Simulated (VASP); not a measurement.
# KI (Fm-3m) in VASP: a series of runs, part 2 of 2

VASP 6.6.1.

## (4) Single point, PBE

This run uses another cell than the first one, of 44.09 Å³/atom.

Contents of INCAR:

```
SYSTEM = KI
PREC = Accurate
ENCUT = 520
EDIFF = 1E-7
ISMEAR = -1
SIGMA = 0.05
LREAL = .False.
LASPH = .True.
NELM = 80
ALGO = Normal
ISIF = 2
LWAVE = .False.
LCHARG = .False.
GGA = PE
NBANDS = 15
```

Contents of KPOINTS:

```
Automatic mesh
0
Gamma
  4 4 4
  0 0 0
```

Contents of POSCAR:

```
KI
1.0
    0.0000000000      3.5327750000      3.5327750000
    3.5327750000      0.0000000000      3.5327750000
    3.5327750000      3.5327750000      0.0000000000
I K
1 1
Direct
    0.5000000000      0.5000000000      0.5000000000
    0.0000000000      0.0000000000      0.0000000000
```

Potentials or basis: VASP PAW PBE potentials, release 64 (I, K_sv).

Command:

```bash
> cat potpaw_PBE.64/I/POTCAR potpaw_PBE.64/K_sv/POTCAR > POTCAR
> mpirun -np 1 vasp_std > vasp.out
```

OUTCAR:

```text
SYSTEM = KI
   PREC = Accurate
   ENCUT = 520
   EDIFF = 1E-7
   ISMEAR = -1
   LREAL = .False.
   LASPH = .True.
   NELM = 80
   ISIF = 2
   GGA = PE

 ion  position               nearest neighbor table
   1  0.500  0.500  0.500-   2 3.53   2 3.53   2 3.53   2 3.53   2 3.53   2 3.53
   2  0.000  0.000  0.000-   1 3.53   1 3.53   1 3.53   1 3.53   1 3.53   1 3.53

  LATTYP: Found a face centered cubic cell.
 ALAT       =     7.0655500000

  Lattice vectors:

 A1 = (   0.0000000000,   3.5327750000,   3.5327750000)
 A2 = (   3.5327750000,   0.0000000000,   3.5327750000)
 A3 = (   3.5327750000,   3.5327750000,   0.0000000000)

Analysis of symmetry for initial positions (statically):
=====================================================================
 Subroutine PRICEL returns:
 Original cell was already a primitive cell.

 Routine SETGRP: Setting up the symmetry group for a
 face centered cubic supercell.

 Subroutine GETGRP returns: Found 48 space group operations
 (whereof 48 operations were pure point group operations)
 out of a pool of 48 trial point group operations.

The static configuration has the point symmetry O_h .

Analysis of symmetry for dynamics (positions and initial velocities):
=====================================================================
 Subroutine PRICEL returns:
 Original cell was already a primitive cell.

 Routine SETGRP: Setting up the symmetry group for a
 face centered cubic supercell.

 Subroutine GETGRP returns: Found 48 space group operations
 (whereof 48 operations were pure point group operations)
 out of a pool of 48 trial point group operations.

The dynamic configuration has the point symmetry O_h .

 Subroutine INISYM returns: Found 48 space group operations
 (whereof 48 operations are pure point group operations),
 and found     1 'primitive' translations

----------------------------------------------------------------------------------------

                                     Primitive cell

  volume of cell :      88.1816

  direct lattice vectors                    reciprocal lattice vectors
     0.000000000  3.532775000  3.532775000    -0.141531799  0.141531799  0.141531799
     3.532775000  0.000000000  3.532775000     0.141531799 -0.141531799  0.141531799
     3.532775000  3.532775000  0.000000000     0.141531799  0.141531799 -0.141531799

  length of vectors
     4.996098318  4.996098318  4.996098318     0.245140266  0.245140266  0.245140266

  position of ions in fractional coordinates (direct lattice)
     0.500000000  0.500000000  0.500000000
     0.000000000  0.000000000  0.000000000

  ion indices of the primitive-cell ions
   primitive index   ion index
                 1           1
                 2           2

----------------------------------------------------------------------------------------

 KPOINTS: Automatic mesh

Automatic generation of k-mesh.
 Grid dimensions read from file:
 generate k-points for:    4    4    4

 Generating k-lattice:

  Cartesian coordinates                     Fractional coordinates (reciprocal lattice)
    -0.035382950  0.035382950  0.035382950     0.250000000  0.000000000  0.000000000
[... 24 lines left out ...]
   k-points           NKPTS =      8   k-points in BZ     NKDIM =      8   number of bands    NBANDS=     15
   number of dos      NEDOS =    301   number of ions     NIONS =      2
   total plane-waves  NPLWV =  64000
   dimension x,y,z NGX =    40 NGY =   40 NGZ =   40
   dimension x,y,z NGXF=    80 NGYF=   80 NGZF=   80
   ions per type =               1   1
   NGX,Y,Z   is equivalent  to a cutoff of  13.31, 13.31, 13.31 a.u.
   NGXF,Y,Z  is equivalent  to a cutoff of  26.62, 26.62, 26.62 a.u.
 SYSTEM =  KI
   PREC   = accura    normal or accurate (medium, high low for compatibility)
   ISTART =      0    job   : 0-new  1-cont  2-samecut
   ICHARG =      2    charge: 1-file 2-atom 10-const
   ISPIN  =      1    spin polarized calculation?
   LNONCOLLINEAR =      F non collinear calculations
   LSORBIT =      F    spin-orbit coupling
   LASPH  =      T    aspherical Exc in radial PAW
   ENCUT  =  520.0 eV  38.22 Ry    6.18 a.u.   9.29  9.29  9.29*2*pi/ulx,y,z
   NELM   =     80;   NELMIN=  2; NELMDL= -5     # of ELM steps
   EDIFF  = 0.1E-06   stopping-criterion for ELM
   LREAL  =      F    real-space projection
   EDIFFG = 0.1E-05   stopping-criterion for IOM
   NSW    =      0    number of steps for IOM
   IBRION =     -1    ionic relax: 0-MD 1-quasi-New 2-CG
   NFREE  =      0    steps in history (QN), initial steepest desc. (CG)
   ISIF   =      2    stress and relaxation
   ISYM   =      2    0-nonsym 1-usesym 2-fastsym
   POTIM  = 0.5000    time-step for ionic-motion
   TEBEG  =    0.0;   TEEND  =   0.0 temperature during run
   PSTRESS=    0.0 pullay stress
   NELECT =      16.0000    total number of electrons
   NUPDOWN=      -1.0000    fix difference up-down
   EMIN   =  10.00;   EMAX   =-10.00  energy-range for DOS
   EFERMI =   0.00;   METHOD = LEGACY
   ISMEAR =    -1;   SIGMA  =   0.05  broadening in eV -4-tet -1-fermi 0-gaus
   EFERMI_NEDOS =   21; number of points for ismear=-14 and -15
   IALGO  =     38    algorithm
   IMIX   =      4    mixing-type and parameters
     AMIX     =   0.40;   BMIX     =  1.00
     AMIX_MAG =   1.60;   BMIX_MAG =  1.00
  volume/ion in A,a.u.               =      44.09       297.54
  Fermi-wavevector in a.u.,A,eV,Ry     =   0.926806  1.751409 11.686988  0.858969
  Thomas-Fermi vector in A             =   2.052808
   LORBIT       =      0    0 simple, 1 ext, 2 COOP (PROOUT), +10 PAW based schemes
   GGA     = PE    functional components
   LHFCALC =     F    Hartree Fock is set to
   AEXX    =    0.0000 exact exchange contribution
   IVDW    =     0    specifies the selected vdW correction
   LEPSILON=     F    determine dielectric tensor
   LRPA    =     F    only Hartree local field effects (RPA)
 non-spin polarized calculation
  energy-cutoff  :      520.00
  volume of cell :       88.18
 maximum number of plane-waves:      2421
 NGX is ok and might be reduce to    40
   NGX = 19   NGY = 19   NGZ = 19

 number of electron      15.9999999 magnetization

 Free energy of the ion-electron system (eV)
  ---------------------------------------------------
  ext. energy  EPLUGINS =         0.00000000
  ---------------------------------------------------
  free energy    TOTEN  =        -5.55550765 eV

  energy without entropy =       -5.55550765  energy(sigma->0) =       -5.55550765

 E-fermi :   0.7267     XC(G=0):  -7.1770

 val. band max:       -0.4143837880   @ k =   0.0000   0.0000   0.0000
 cond. band min:       3.5481388411   @ k =   0.0000   0.0000   0.0000
 fundamental gap:      3.9625226291
 Fermi energy:         0.7267083931

 k-point     1 :       0.0000    0.0000    0.0000
  band No.  band energies     occupation
      1     -28.9177      2.00000
      2     -12.4054      2.00000
      3     -12.4054      2.00000
      4     -12.4054      2.00000
      5     -10.9160      2.00000
      6      -0.4144      2.00000
      7      -0.4144      2.00000
      8      -0.4144      2.00000
      9       3.5481      0.00000
     10       6.0815      0.00000
     11       6.0815      0.00000
     12       6.0815      0.00000
     13       6.7986      0.00000
     14       6.7986      0.00000
[... 113 lines left out ...]
      2     -12.4556      2.00000
      3     -12.4370      2.00000
      4     -12.4370      2.00000
      5     -10.7141      2.00000
      6      -1.1417      2.00000
      7      -1.1417      2.00000
      8      -1.0136      2.00000
      9       6.0497      0.00000
     10       6.0497      0.00000
     11       6.2196      0.00000
     12       7.7769      0.00000
     13       8.4081      0.00000
     14       9.2316      0.00000
     15       9.6053      0.00000

------------------------ aborting loop because EDIFF is reached ----------------------------------------

  FORCE on cell =-STRESS in cart. coord.  units (eV):
  Direction    XX          YY          ZZ          XY          YZ          ZX
  --------------------------------------------------------------------------------------
  -------------------------------------------------------------------------------------
  Total        0.3397670      0.3397670      0.3397670      0.0000000      0.0000000     -0.0000000
  in kB        6.1732499      6.1732499      6.1732499      0.0000000      0.0000000     -0.0000000
  external PRESSURE =       6.1732499 kB  Pullay stress =       0.0000000 kB

 VOLUME and BASIS-vectors are now :
 -----------------------------------------------------------------------------
  energy-cutoff  :      520.00
  volume of cell :       88.18
      direct lattice vectors                 reciprocal lattice vectors
     0.000000000  3.532775000  3.532775000    -0.141531799  0.141531799  0.141531799
     3.532775000  0.000000000  3.532775000     0.141531799 -0.141531799  0.141531799
     3.532775000  3.532775000  0.000000000     0.141531799  0.141531799 -0.141531799

 POSITION                                       TOTAL-FORCE (eV/Angst)
 -----------------------------------------------------------------------------------
      3.53277      3.53277      3.53277        -0.000000     -0.000000     -0.000000
      0.00000      0.00000      0.00000         0.000000      0.000000      0.000000
 -----------------------------------------------------------------------------------
    total drift:                                0.000000     -0.000000     -0.000000

  FREE ENERGIE OF THE ION-ELECTRON SYSTEM (eV)
  ---------------------------------------------------
  free  energy   TOTEN  =        -5.5555076473 eV

  energy  without entropy=       -5.5555076472  energy(sigma->0) =       -5.55550765
```

OSZICAR:

```text
N       E                     dE             d eps       ncg     rms          rms(c)
DAV:   1     0.916935120637E+02    0.91694E+02   -0.63839E+03   240   0.899E+02
DAV:   2     0.678249533330E-01   -0.91626E+02   -0.83455E+02   303   0.214E+02
DAV:   3    -0.539865234166E+01   -0.54665E+01   -0.54329E+01   324   0.458E+01
DAV:   4    -0.563444440023E+01   -0.23579E+00   -0.23576E+00   390   0.936E+00
DAV:   5    -0.563648459029E+01   -0.20402E-02   -0.20402E-02   324   0.966E-01    0.305E+00
DAV:   6    -0.555361200707E+01    0.82873E-01   -0.93543E-02   303   0.177E+00    0.218E+00
DAV:   7    -0.554934265038E+01    0.42694E-02   -0.11202E-01   310   0.169E+00    0.768E-01
DAV:   8    -0.555474253443E+01   -0.53999E-02   -0.14218E-02   289   0.703E-01    0.136E-01
DAV:   9    -0.555535453609E+01   -0.61200E-03   -0.81200E-04   317   0.174E-01    0.925E-02
DAV:  10    -0.555543714544E+01   -0.82609E-04   -0.72922E-05   313   0.418E-02    0.250E-02
DAV:  11    -0.555550738612E+01   -0.70241E-04   -0.78014E-05   254   0.502E-02    0.162E-02
DAV:  12    -0.555550726089E+01    0.12522E-06   -0.22536E-06   317   0.124E-02    0.111E-02
DAV:  13    -0.555550754839E+01   -0.28750E-06   -0.85952E-07   275   0.483E-03    0.298E-03
DAV:  14    -0.555550764726E+01   -0.98867E-07   -0.20857E-07   302   0.255E-03
   1 F= -.55555076E+01 E0= -.55555076E+01  d E =-.175393E-10
```

stdout:

```text
POSCAR found type information on POSCAR I K
 POSCAR found :  2 types and       2 ions
 scaLAPACK will be used
 LDA part: xc-table for (Slater+PW92), standard interpolation
 POSCAR, INCAR and KPOINTS ok, starting setup
 FFT: planning ... GRIDC
 FFT: planning ... GRID_SOFT
 FFT: planning ... GRID
 WAVECAR not read
 entering main loop
```

Run time: 14 s. Hardware: 1 thread of Intel Xeon Platinum 8488C (Sapphire Rapids), shared host; peak memory 0.23 GiB.

Results:

| Quantity | Value |
| --- | --- |
| Free energy | -5.5555 eV |
| Pressure | 0.6 GPa |
| Band gap on the k mesh | 3.96 eV |

Caveat: spin-orbit coupling is left out, which moves the levels of the heavy elements.

## (5) Single point, PBEsol+D3(BJ)

This run uses another cell than the first one, of 40.06 Å³/atom.

Contents of INCAR:

```
SYSTEM = KI
ALGO = Normal ; EDIFF = 1E-7
ENCUT = 520 ; GGA = PS
ISIF = 2 ; ISMEAR = -1
IVDW = 12 ; LASPH = .TRUE.
LCHARG = .FALSE. ; LREAL = .FALSE.
LWAVE = .FALSE. ; NBANDS = 15
NELM = 100 ; PREC = Accurate
SIGMA = 0.05
```

Contents of KPOINTS:

```
k-points
0
G
  7 7 7
  0 0 0
```

Contents of POSCAR:

```
KI
1.0
    0.0000000000      3.4216072996      3.4216072996
    3.4216072996      0.0000000000      3.4216072996
    3.4216072996      3.4216072996      0.0000000000
I K
1 1
Direct
    0.5000000000      0.5000000000      0.5000000000
    0.0000000000      0.0000000000      0.0000000000
```

Command:

```bash
> cat potpaw_PBE.64/I/POTCAR potpaw_PBE.64/K_sv/POTCAR > POTCAR
> mpirun -np 1 vasp_std > vasp.out
```

Run time: 19 s. Hardware: 1 thread of Intel Xeon Platinum 8488C (Sapphire Rapids), shared host; peak memory 0.21 GiB.

It converged, with:

```
Free energy                : -6.3152 eV
Pressure                   : 0.0 GPa
Band gap on the k mesh     : 4.03 eV
Dispersion energy per atom : -0.260 eV
```

Levels at points of the mesh, in eV from the valence-band top:
| k point | band 6 | band 7 | band 8 | band 9 | band 10 | band 11 |
| --- | --- | --- | --- | --- | --- | --- |
| (0.00, 0.00, 0.00) | 0.00 | 0.00 | 0.00 | 4.03 | 6.36 | 6.36 |

Caveat: the PAW data sets were made with another functional, which shifts forces and pressure a little; spin-orbit coupling is left out, which moves the levels of the heavy elements.

## (6) Single point, PBEsol+D3(BJ)

This run uses another cell than the first one, of 40.29 Å³/atom.

Contents of INCAR:

```
SYSTEM = KI
PREC     = Accurate       ! precision mode
ENCUT    = 520            ! plane-wave cutoff, eV
EDIFF    = 1E-6           ! SCF threshold, eV
ISMEAR   = -1             ! smearing method
SIGMA    = 0.05           ! smearing width, eV
LREAL    = .False.        ! projectors in reciprocal space
LASPH    = .True.         ! aspherical terms in the spheres
NELM     = 100            ! most SCF steps
ALGO     = Normal         ! electronic algorithm
ISIF     = 2              ! what is computed and relaxed
LWAVE    = .False.        ! write WAVECAR
LCHARG   = .True.         ! write CHGCAR
GGA      = PS             ! functional
IVDW     = 12             ! dispersion correction
LELF     = .True.         ! ELF
LVHAR    = .True.       
NBANDS   = 15             ! bands
```

Contents of KPOINTS:

```
regular mesh
0
Gamma
  7 7 7
  0 0 0
```

Contents of POSCAR:

```
KI
1.0
    0.0000000000      3.4281935261      3.4281935261
    3.4281935261      0.0000000000      3.4281935261
    3.4281935261      3.4281935261      0.0000000000
I K
1 1
Direct
    0.5000000000      0.5000000000      0.5000000000
    0.0000000000      0.0000000000      0.0000000000
```

Potentials or basis: VASP PAW PBE potentials, release 64 (I, K_sv).

Command:

```bash
> cat potpaw_PBE.64/I/POTCAR potpaw_PBE.64/K_sv/POTCAR > POTCAR
> mpirun -np 1 vasp_std > vasp.out
```

Run time: 15 s. Hardware: 1 thread of Intel Xeon Platinum 8488C (Sapphire Rapids), shared host; peak memory 0.21 GiB.

The run converged. Its results:

| Quantity | Value |
| --- | --- |
| Free energy | -6.3152 eV |
| Pressure | -0.1 GPa |
| Band gap on the k mesh | 4.02 eV |
| Dispersion energy per atom | -0.258 eV |

Levels at points of the mesh, in eV from the valence-band top:
```csv
k point,band 4,band 5,band 6,band 7,band 8,band 9,band 10,band 11,band 12,band 13
"(0.00, 0.00, 0.00)",-11.75,-10.69,0.00,0.00,0.00,4.02,6.36,6.36,6.36,7.17
```

Caveat: three body term missing; the PAW data sets were made with another functional, which shifts forces and pressure a little; spin-orbit coupling is left out, which moves the levels of the heavy elements.

## (7) Summary

```csv
task,level,cell,k mesh,cutoff (eV),smearing,tolerance level,purpose,passes,share of exact exchange,grid for exact exchange (PRECFOCK),gap on the mesh (eV),pressure (GPa),relaxed volume (Å³/atom)
relaxation of cell and atoms,PBE0,"relaxed from a = 5.094 Å, angles 60.0°, 2 atoms",4 × 4 × 4,390,gaussian 0.03 eV,standard,cell,2,0.25,Normal,5.59,0.0,45.44
relaxation of cell and atoms,PBE0,"relaxed from a = 5.094 Å, angles 60.0°, 2 atoms",4 × 4 × 4,590,gaussian 0.03 eV,standard,cell,2,0.25,Accurate,5.59,0.0,45.46
single point,PBE,"a = 4.996 Å, angles 60.0°, 2 atoms",4 × 4 × 4,520,fermi-dirac 0.05 eV,-,-,-,-,-,3.96,0.6,-
single point,PBEsol+D3(BJ),"a = 4.839 Å, angles 60.0°, 2 atoms",7 × 7 × 7,520,fermi-dirac 0.05 eV,-,-,-,-,-,4.03,0.0,-
single point,PBEsol+D3(BJ),"a = 4.848 Å, angles 60.0°, 2 atoms",7 × 7 × 7,520,fermi-dirac 0.05 eV,-,-,-,-,-,4.02,-0.1,-
```

Alike in all rows: potentials or basis VASP PAW PBE potentials, release 64 (I, K_sv); no spin polarisation.

Caveats: spin-orbit coupling is left out, which moves the levels of the heavy elements; the PAW data sets were made with another functional, which shifts forces and pressure a little (at least some runs); three body term missing (at least some runs).

Total energies depend on the potentials used, so only differences within one code and one set of settings carry meaning.

## (8) Against experiment

Step 4. Against the measured gap of KI, 6.32 eV (a printed reference work, monograph), the calculated 3.96 eV is off by -2.36 eV. Spin-orbit coupling on I is left out. The value is that of PBE, without temperature or zero-point motion. Semilocal functionals fall short of measured gaps as a rule.

Step 5. Measured gap of KI: 6.32 eV (a printed reference work, monograph). This calculation gives 4.03 eV (-2.29 eV). Spin-orbit coupling on I is left out. The value is that of PBEsol+D3(BJ), without temperature or zero-point motion. Semilocal functionals fall short of measured gaps as a rule.

Step 6. A measured gap of KI is 6.32 eV (a printed reference work, monograph); the calculated 4.02 eV misses it by -2.30 eV. Spin-orbit coupling on I is left out. The value is that of PBEsol+D3(BJ), without temperature or zero-point motion. Semilocal functionals fall short of measured gaps as a rule.
